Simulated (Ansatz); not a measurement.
# The W2NS2 MXene monolayer between two gates, part 4 of 4

Aim: charge, voltage and capacitance of the W2NS2 MXene monolayer in a field-effect set-up.

Ansatz 0.2.0; plane-wave DFT, PBE-D3(BJ), Ansatz PAW.

So far. Step 9 (Gated layer, added electrons -15×10¹³ per cm²): Against the uncharged case this takes -4.19 V.

**12. Relaxing the charged layer, added electrons 15×10¹³ per cm²**

File input.yaml:

```yaml
crystal:
  lattice:
    - [2.995033669, 0.0, 0.0]
    - [-1.4975168345, 2.5937752426, 0.0]
    - [0.0, 0.0, 42.1301213935]
  atoms:
    - { symbol: S, position: [0.3333333333, 0.6666666667, 0.4272477601] }
    - { symbol: W, position: [0.6666666667, 0.3333333333, 0.4665493256] }
    - { symbol: "N", position: [0.0, 0.0, 0.5] }
    - { symbol: W, position: [0.3333333333, 0.6666666667, 0.5334506744] }
    - { symbol: S, position: [0.6666666667, 0.3333333333, 0.5727522399] }
  periodic: [true, true, false]
  symmetry: { detect: true }
total_charge: -0.116526
kpoints:
  mp_grid: { grid: [18, 18, 1] }
hamiltonian:
  xc: pbe
  dispersion: d3bj
scf:
  occupations: { method: fermi_dirac, width: 0.05 }
  convergence: { dr2_threshold: 1.0e-09 }
relax:
  f_tol: 0.003
  max_steps: 50
  constraints: [{ site: 2, fix: z }]
external_charges:
  - { charge: 0, barrier: 10, axis: 3, height: 26.63, sigma: 0.25 }
  - { charge: 0.058263, axis: 3, height: 28.13, sigma: 0.33 }
  - { charge: 0, barrier: 10, axis: 3, height: 15.5, sigma: 0.25 }
  - { charge: 0.058263, axis: 3, height: 14.0, sigma: 0.33 }
output:
  write_potential: true
  write_density: true
  volumetric_format: npy
```

Command:

```console
$ ansatz run input.yaml --threads 4 --pin off --max-ram 12288MiB --backend cpu --events-out ev --progress --plain --runs-dir out
```

Numbers of over 12 decimals in the logs are rounded to 6 here.

The program printed:

```text
[...]
Crystal: 5 atoms, lattice volume = 327.285 Å³
Basis set: ecut = 420 eV, 6213 PW (Γ), exchange–correlation on 48×48×576 points (8 copies of the dense FFT grid, shifted against one another)
Bands: 28, of which v1, the nominal top of the filled ones, is band 23 counted from 1 (22 counted from 0)
Symmetry: 12 space group operations
[...]
k-points: 37 of 324
[...]
SCF iter   1: F=—  HF=-22962.889513 eV  |F-HF|=—  |Δ(HF+E_count)|=         —  Δρ=4.33e-2  dr2=7.80e0  ethr=3.10e-3  ⟨swp⟩=15.8  Hψ=9277  notcnv=0
[...]
SCF iter  10: F=-22960.932389 eV  HF=-22960.932389 eV  |F-HF|=9.43e-9  |Δ(HF+E_count)|=   1.09e-8  Δρ=4.16e-7  dr2=2.92e-10  ethr=2.22e-12  ⟨swp⟩=16.8  Hψ=11671  notcnv=0
SCF 1 converged in 10 iterations: F = -22960.932389 eV  dr2 = 2.92e-10
[...]
relax step   1: F+E_penalty+E_count = -22960.93238899 eV  Δ(F+E_penalty+E_count) = +0.000e0 eV  max|allowed force component| = 1.265e-1 eV/Å  Δτ_max = 0.0000 Å  (10 SCF iters, accepted)
[...]
SCF iter   7: F=-22960.933335 eV  HF=-22960.933335 eV  |F-HF|=6.78e-9  |Δ(HF+E_count)|=   5.22e-8  Δρ=2.79e-7  dr2=1.35e-10  ethr=2.22e-12  ⟨swp⟩=15.7  Hψ=11095  notcnv=0
SCF 2 converged in 7 iterations: F = -22960.933335 eV  dr2 = 1.35e-10
relax step   2: F+E_penalty+E_count = -22960.93333513 eV  Δ(F+E_penalty+E_count) = -9.461e-4 eV  max|allowed force component| = 2.796e-2 eV/Å  Δτ_max = 0.0130 Å  (7 SCF iters, accepted)
SCF iter   1: F=—  HF=-22960.933221 eV  |F-HF|=—  |Δ(HF+E_count)|=         —  Δρ=1.42e-4  dr2=7.45e-5  ethr=1.72e-6  ⟨swp⟩=19.1  Hψ=6556  notcnv=0  defer=11
[...]
SCF iter   6: F=-22960.933420 eV  HF=-22960.933420 eV  |F-HF|=1.29e-8  |Δ(HF+E_count)|=   3.25e-8  Δρ=3.24e-7  dr2=1.62e-10  ethr=2.22e-12  ⟨swp⟩=16.5  Hψ=11396  notcnv=0
SCF 3 converged in 6 iterations: F = -22960.933420 eV  dr2 = 1.62e-10
relax step   3: F+E_penalty+E_count = -22960.93342049 eV  Δ(F+E_penalty+E_count) = -8.536e-5 eV  max|allowed force component| = 1.866e-3 eV/Å  Δτ_max = 0.0031 Å  (6 SCF iters, accepted)
[...]
SCF converged after 6 iterations
Free energy (F): -22960.933420 eV
[...]
Internal energy: -22960.913400 eV  (E = F + TS)
E sigma→0 (E₀):  -22960.923410 eV
Entropy (-TS):   -0.020021 eV (-4.004 meV/atom)
Fermi energy:    -0.679535 eV
[...]
--- Forces (eV/Å), atoms and charges each counted from 1 ---
  atom   1  S      0.00000000    -0.00000000     0.00057446
  atom   2  W      0.00000000     0.00000000    -0.00186574
  atom   3  N      0.00000000     0.00000000     0.00000000
  atom   4  W      0.00000000    -0.00000000     0.00186574
  atom   5  S      0.00000000     0.00000000    -0.00057446
  external charge   1     0.00000000     0.00000000     0.12537513
  external charge   2     0.00000000     0.00000000    -0.03951746
  external charge   3     0.00000000     0.00000000    -0.12532068
  external charge   4     0.00000000     0.00000000     0.03951747
  max |Σ_I F_I| component, the external charges' with the atoms': 5.45e-5 eV/Å
--- Band table (eV; the first three rows and the last of 37) ---
  k-point 0: bands = [... 19 lower, -1.4027, -1.4027, -1.3907, -1.3907, -1.2199, -0.5389, -0.5389, 1.9974, ... 1 higher]
  k-point 1: bands = [... 19 lower, -2.0826, -1.9466, -1.1278, -0.9598, -0.8203, -0.6506, -0.5742, 1.8569, ... 1 higher]
  k-point 2: bands = [... 19 lower, -2.6759, -2.3903, -1.3262, -0.9495, -0.7347, -0.3185, -0.1798, 1.6212, ... 1 higher]
  k-point 36: bands = [... 19 lower, -5.0535, -0.8941, -0.3943, -0.3943, 0.1968, 1.0046, 1.0046, 1.9765, ... 1 higher]
--- Relaxed structure (3 steps of the walk, 3 accepted, 0 SCFs on fresh bases) ---
  F+E_penalty+E_count = -22960.93342049 eV   max|allowed force component| = 1.866e-3 eV/Å
  cell:  # Å, volume = 327.2855 Å³
    - [2.995034, 0.0, 0.0]
    - [-1.497517, 2.593775, 0.0]
    - [0.0, 0.0, 42.1301213935]
  atoms:
    - { symbol: S, position: [0.333333, 0.666667, 0.427482] }
    - { symbol: W, position: [0.666667, 0.333333, 0.466618] }
    - { symbol: N, position: [0, 0, 0.5] }
    - { symbol: W, position: [0.333333, 0.666667, 0.533382] }
    - { symbol: S, position: [0.666667, 0.333333, 0.572518] }
```

It took 31 s on 4 threads of Arm Neoverse V2, shared host; peak memory 0.88 GiB; 2 min of CPU time.

Relaxation path:

```
step  energy less that of the first step (eV)  largest force component (eV/Å)
   1                                   0.0000                          0.1265
   2                                  -0.0009                          0.0280
   3                                  -0.0010                          0.0019
```

The run keeps the 12 symmetry operations that it works with, so distortions that break them were not tested.

The relaxed structure:

```xyz
5
Lattice="2.9950 0.0000 0.0000 -1.4975 2.5938 0.0000 0.0000 0.0000 42.1301" Properties=species:S:1:pos:R:3
S     0.0000    1.7292   18.0099
W     1.4975    0.8646   19.6587
N     0.0000    0.0000   21.0651
W     0.0000    1.7292   22.4714
S     1.4975    0.8646   24.1202
```

This step gave:

- energy at zero smearing: -22960.9234 eV
- potential beyond the upper barrier and gate, less the barrier, from the Fermi level: 0.6796 eV

The relaxation took 3 steps and lowered the energy by 0.0010 eV; the largest force on the free atoms ends at 0.0019 eV/Å.

**13. A changed input**

An input spoilt on purpose, to show how the run answers: it repeats the earlier run at 3 × 10¹³ added electrons per cm² with ENCUT to 400, and scf.max_iter set to 60.

input.yaml, the sections that differ from step 12:

```yaml
total_charge: -0.023306
kpoints:
  mp_grid: { grid: [42, 42, 1] }
scf:
  occupations: { method: fermi_dirac, width: 0.05 }
  convergence: { dr2_threshold: 1.0e-10 }
  max_iter: 60
output:
  forces: true
  eigenvalues: true
  write_potential: true
  write_density: true
  volumetric_format: npy
external_charges:
  - { charge: 0, barrier: 10, axis: 3, height: 26.63, sigma: 0.25 }
  - { charge: 0.011653, axis: 3, height: 28.13, sigma: 0.33 }
  - { charge: 0, barrier: 10, axis: 3, height: 15.5, sigma: 0.25 }
  - { charge: 0.011653, axis: 3, height: 14.0, sigma: 0.33 }
ENCUT: 400
# crystal, hamiltonian: as in step 12
# relax: removed
```

The program printed:

```text
Error: YAML parse error: error: line 35 column 1: unknown field `ENCUT`, expected one of crystal, accuracy, basis, kpoints, hamiltonian, magnetization, projection, total_charge, correlation, batch, efield, external_charges, scf, relax, neb, saddle, md, ramp, phonons, dielectric, real_time, elastic, magnetic_configurations, gw, evaluate, workflow, output, checkpoint, execution
  --> <input>:35:1
   |
33 |   - { charge: 0, barrier: 10, axis: 3, height: 15.5, sigma: 0.25 …
34 |   - { charge: 0.011653, axis: 3, height: 14.0, sigma: 0.33 }
35 | ENCUT: 400
   | ^ unknown field `ENCUT`, expected one of crystal, accuracy, basis, kpoints, hamiltonian, magnetization, projection, total_charge, correlation, batch, efield, external_charges, scf, relax, neb, saddle, md, ramp, phonons, dielectric, real_time, elastic, magnetic_configurations, gw, evaluate, workflow, output, checkpoint, execution
```

The job ended after 0.02 s (4 threads; peak memory 0.022 GiB).

The input was rejected at the start.

The program's message: “Error: YAML parse error: error: line 35 column 1: unknown field `ENCUT`, expected one of crystal, accuracy, basis, kpoints, hamiltonian, magnetization, projection, total_charge, correlation, batch, ef …”

The fault put into the input: a keyword of another program.

**14. A changed input**

An input spoilt on purpose, to show how the run answers: it repeats the earlier run at 3 × 10¹³ added electrons per cm² with scf.occupations from method: fermi_dirac, width: 0.05 to method: fermi_dirac, width: 2.0, and scf.max_iter set to 60.

input.yaml: that of step 13 with these lines changed.

```diff
@@ -20,3 +20,3 @@
 scf:
-  occupations: { method: fermi_dirac, width: 0.05 }
+  occupations: { method: fermi_dirac, width: 2.0 }
   convergence: { dr2_threshold: 1.0e-10 }
@@ -34,2 +34 @@
   - { charge: 0.011653, axis: 3, height: 14.0, sigma: 0.33 }
-ENCUT: 400
```

The program printed:

```text
band count auto-derived: 149 (N_el = 45.0; filled up to band 23; 28 by the electrons, moments and atoms)
Engine: ansatz 0.2.0, aarch64-unknown-linux-gnu
Pseudopotentials: kind: paw
Pseudopotential: S, paw, valence charge 6, recommended cutoff 420 eV (normal), S.paw.azcp
Pseudopotential: W, paw, valence charge 14, recommended cutoff 420 eV (normal), W.paw.azcp
Pseudopotential: N, paw, valence charge 5, recommended cutoff 420 eV (normal), N.paw.azcp
Functional definition: PBE
  parameter kappa = 0.804
  parameter beta = 0.066725
  exchange = pbe_x(kappa = kappa, mu = beta*pi^2/3)
  correlation = pbe_c(beta = beta)
Crystal: 5 atoms, lattice volume = 327.285 Å³
Basis set: ecut = 420 eV, 6213 PW (Γ), exchange–correlation on 48×48×576 points (8 copies of the dense FFT grid, shifted against one another)
Bands: 149, of which v1, the nominal top of the filled ones, is band 23 counted from 1 (22 counted from 0)
Symmetry: 12 space group operations
Space group: P-3m1 (ITA 164), of the structure as read, at distance tolerance 6.9e-5 Å
k-points: 169 of 1764
Non-local potential: S, projectors of the file, l = 0: 2, l = 1: 2, l = 2: 2
Non-local potential: W, projectors of the file, l = 0: 3, l = 1: 2, l = 2: 2, l = 3: 1
Non-local potential: N, projectors of the file, l = 0: 2, l = 1: 2, l = 2: 1
PAW form: soft (Blöchl's): semilocal exchange-correlation on the pseudo side does not see the compensation charge
PAW one-centre angular grid: S, 110 points (default); XC on 64 Gauss nodes
PAW one-centre angular grid: W, 590 points (default); XC on 64 Gauss nodes
PAW one-centre angular grid: N, 110 points (default); XC on 64 Gauss nodes
Initial density: superposition of atomic densities (neutral atoms: chi_scale 0, normalization atom, screened)
Initial wavefunctions: pseudopotential atomic-orbital guess
Functional: x = pbe(κ = 0.804, μ = 0.219515), c = pbe(β = 0.066725)
SCF iter   1: F=—  HF=-22978.633460 eV  |F-HF|=—  |Δ(HF+E_count)|=         —  Δρ=3.71e-2  dr2=8.97e0  ethr=3.10e-3  ⟨swp⟩=21.3  Hψ=313826  notcnv=0
preconditioner: auto → LDOS  [metal: Δε(μ)=0.018 eV  Ē_g=33.417 eV  σ=2.000 eV  W_gap=0.00  n_scr=26 (ndim 8)  ℏωp=11.1 eV  f_vac=0.761  D(μ)=2.49/eV (n_scr^D=14)  β→1.0]
SCF iter   2: F=—  HF=-22977.496500 eV  |F-HF|=—  |Δ(HF+E_count)|=    1.14e0  Δρ=1.66e-2  dr2=1.23e0  ethr=3.10e-3  ⟨swp⟩=3.6  Hψ=42041  notcnv=0
SCF iter   3: F=—  HF=-22977.232770 eV  |F-HF|=—  |Δ(HF+E_count)|=   2.64e-1  Δρ=3.76e-3  dr2=9.56e-2  ethr=2.74e-3  ⟨swp⟩=1.6  Hψ=37950  notcnv=0
SCF iter   4: F=—  HF=-22977.210763 eV  |F-HF|=—  |Δ(HF+E_count)|=   2.20e-2  Δρ=7.19e-4  dr2=1.89e-3  ethr=2.12e-4  ⟨swp⟩=3.2  Hψ=36482  notcnv=0
SCF iter   5: F=—  HF=-22977.211195 eV  |F-HF|=—  |Δ(HF+E_count)|=   4.32e-4  Δρ=1.56e-4  dr2=3.06e-5  ethr=4.20e-6  ⟨swp⟩=4.1  Hψ=48821  notcnv=0
SCF iter   6: F=—  HF=-22977.211225 eV  |F-HF|=—  |Δ(HF+E_count)|=   3.07e-5  Δρ=3.77e-5  dr2=6.45e-6  ethr=6.79e-8  ⟨swp⟩=5.9  Hψ=57833  notcnv=0
SCF iter   7: F=—  HF=-22977.211265 eV  |F-HF|=—  |Δ(HF+E_count)|=   3.91e-5  Δρ=1.01e-5  dr2=2.19e-7  ethr=1.43e-8  ⟨swp⟩=8.2  Hψ=51888  notcnv=0
SCF iter   8: F=—  HF=-22977.211428 eV  |F-HF|=—  |Δ(HF+E_count)|=   1.63e-4  Δρ=2.01e-6  dr2=7.88e-9  ethr=4.87e-10  ⟨swp⟩=9.6  Hψ=63216  notcnv=0
SCF iter   9: F=—  HF=-22977.211422 eV  |F-HF|=—  |Δ(HF+E_count)|=   5.36e-6  Δρ=4.01e-7  dr2=4.23e-10  ethr=1.75e-11  ⟨swp⟩=11.1  Hψ=68461  notcnv=0
SCF iter  10: F=-22977.211422 eV  HF=-22977.211422 eV  |F-HF|=1.09e-11  |Δ(HF+E_count)|=   6.99e-8  Δρ=1.45e-7  dr2=3.95e-11  ethr=1.00e-12  ⟨swp⟩=33.4  Hψ=361844  notcnv=0
Error: refused after 10 iterations: slab_electrons_in_vacuum = 1.73e-4 (threshold 2.00e-6); the slab's electrons stand far out in the vacuum outside it, from a quarter of the vector that does not repeat out to the cut: the filled states' density there falls by a factor of e over 5.4 Å, as of electrons bound by 0.0 eV, and 1.73e-4 e/Å² stand a quarter out or further, so that its energy and levels can hang on that vector's length. Under a cutoff below the recommended one the basis itself can leave a density there or draw electrons out: first raise basis.ecutwfc. The field of total_charge, external_charges or efield can draw them out: [rest of the remark cut]
```

Elapsed: 8.2 min, on 4 threads; peak memory 6.9 GiB.

Residual by cycle:

cycle, log10 residual and a bar from the least value:
```
        1        1.0 ##############################
        2        0.1 ############################
        3       -1.0 #########################
        4       -2.7 ####################
        5       -4.5 ################
        6       -5.2 ##############
        7       -6.7 ##########
        8       -8.1 ######
        9       -9.4 ###
       10      -10.4
```

The run ended with an error.

After 10 cycles the residual stands at 4.0e-11.

The program's message: “Error: refused after 10 iterations: slab_electrons_in_vacuum = 1.73e-4 (threshold 2.00e-6); the slab's electrons stand far out in the vacuum outside it, from a quarter of the vector that does not repe …”

The fault put into the input: a smearing of electronvolts.

**15. Outcome**

| Item | Value |
| --- | --- |
| gap with uncharged gates | none |
| gate voltage at 15×10¹³ holes per cm² | -4.19 V |
| gate voltage at 15×10¹³ electrons per cm² | +4.09 V |
| total capacitance near 11.5×10¹³ holes per cm² | 5.71 µF/cm² |

**Reading.** Putting 15×10¹³ holes per cm² on the layer takes -4.19 V on the gates; how far the Fermi level moves against the bands is taken for single layers without spin and with an even electron count alone. Plates 4 Å apart on both sides would give 4.43 µF/cm² in vacuum; the computed total runs from 5.7 to 5.92 µF/cm². A value over that of the plates means that the screening charge has its centre outside the outer atoms; a low density of states works the other way. Few carriers sample few k-points, so the slopes at the lowest densities depend on the mesh and on the temperature. The gates are charged sheets behind model barriers, not atoms. The first relaxation ran with spin and lost its moment, and the later runs have none; other magnetic states were not tried. Spin-orbit coupling is left out, which matters for the bands of elements this heavy. The MXene's terminations sit over the metal atoms of its far layer; the site over carbon or nitrogen, which some compounds prefer, was not run.

[Logs are printed without paths, hosts, clocks, repeated set-up lines and the standing remarks that a program may print on its own settings, such as how far it seeks lower states.]

[Hosts, paths, dates, database ids (printed as entryN), source tags and the programs' standing remarks are cut or masked in the printed files.]

[Maps of the electrostatic potential energy from Ansatz leave out the sawtooth potential of an applied field or a dipole correction, so their vacuum need not be flat; planar profiles and work functions include it.]
